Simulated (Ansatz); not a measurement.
**Profile along the Li–N line in Li3N (Li3N type, space group P6/mmm)**

Li$_{3}$N (Li3N type, space group P6/mmm)

```cif
data_Li3N
_chemical_formula_sum 'Li3 N1'
_space_group_name_H-M_alt 'P6/mmm'
_space_group_IT_number 191
_space_group_name_Hall '-P 6 2'
_cell_length_a 3.60715
_cell_length_b 3.60715
_cell_length_c 3.84457
_cell_angle_alpha 90.000
_cell_angle_beta 90.000
_cell_angle_gamma 120.000
loop_
_atom_site_label
_atom_site_type_symbol
_atom_site_symmetry_multiplicity
_atom_site_Wyckoff_symbol
_atom_site_fract_x
_atom_site_fract_y
_atom_site_fract_z
_atom_site_occupancy
Li1 Li 1 b 0.00000 0.00000 0.50000 1
Li2 Li 2 c 0.33333 0.66667 0.00000 1
N1 N 1 a 0.00000 0.00000 0.00000 1
```

Fields along a shortest Li–N line of a (1 -1 0 0) plane (1.92 Å), from Li to N, interpolated on the slice's grid (step about 0.1 Å). Calculation: PBEsol (plane waves to 420 eV, PAW, scalar-relativistic; Ansatz, an electronic-structure program). k mesh 11×11×9. Near the nuclei the fields are pseudised (PAW); where an atom keeps semicore shells as valence, they peak there. Li3N was relaxed with its symmetry unable to fall.

```json
[
 {"distance from Li (Å)": "0.00", "valence electron density (e/Å³)": "9.47", "electron localisation function": "x"},
 {"distance from Li (Å)": "0.10", "valence electron density (e/Å³)": "8.82", "electron localisation function": "x"},
 {"distance from Li (Å)": "0.19", "valence electron density (e/Å³)": "7.09", "electron localisation function": "x"},
 {"distance from Li (Å)": "0.29", "valence electron density (e/Å³)": "4.85", "electron localisation function": "x"},
 {"distance from Li (Å)": "0.38", "valence electron density (e/Å³)": "2.78", "electron localisation function": "x"},
 {"distance from Li (Å)": "0.48", "valence electron density (e/Å³)": "1.29", "electron localisation function": "0.27"},
 {"distance from Li (Å)": "0.58", "valence electron density (e/Å³)": "0.52", "electron localisation function": "0.09"},
 {"distance from Li (Å)": "0.67", "valence electron density (e/Å³)": "0.29", "electron localisation function": "0.06"},
 {"distance from Li (Å)": "0.77", "valence electron density (e/Å³)": "0.27", "electron localisation function": "0.15"},
 {"distance from Li (Å)": "0.86", "valence electron density (e/Å³)": "0.34", "electron localisation function": "0.37"},
 {"distance from Li (Å)": "0.96", "valence electron density (e/Å³)": "0.44", "electron localisation function": "0.62"},
 {"distance from Li (Å)": "1.06", "valence electron density (e/Å³)": "0.60", "electron localisation function": "0.76"},
 {"distance from Li (Å)": "1.15", "valence electron density (e/Å³)": "0.84", "electron localisation function": "0.80"},
 {"distance from Li (Å)": "1.25", "valence electron density (e/Å³)": "1.19", "electron localisation function": "0.81"},
 {"distance from Li (Å)": "1.34", "valence electron density (e/Å³)": "1.68", "electron localisation function": "0.79"},
 {"distance from Li (Å)": "1.44", "valence electron density (e/Å³)": "2.29", "electron localisation function": "0.73"},
 {"distance from Li (Å)": "1.54", "valence electron density (e/Å³)": "2.88", "electron localisation function": "x"},
 {"distance from Li (Å)": "1.63", "valence electron density (e/Å³)": "3.29", "electron localisation function": "x"},
 {"distance from Li (Å)": "1.73", "valence electron density (e/Å³)": "3.46", "electron localisation function": "x"},
 {"distance from Li (Å)": "1.82", "valence electron density (e/Å³)": "3.47", "electron localisation function": "x"},
 {"distance from Li (Å)": "1.92", "valence electron density (e/Å³)": "3.44", "electron localisation function": "x"}
]
```

x: too close to a nucleus for the ELF to mean much.

Density on the Li–N line (1.92 Å) at its density minimum, 0.7 Å from Li: 0.26 e/Å³. ELF at that point: 0.09. ELF maximum in the middle third of the Li–N line: 0.81, 1.2 Å from Li.
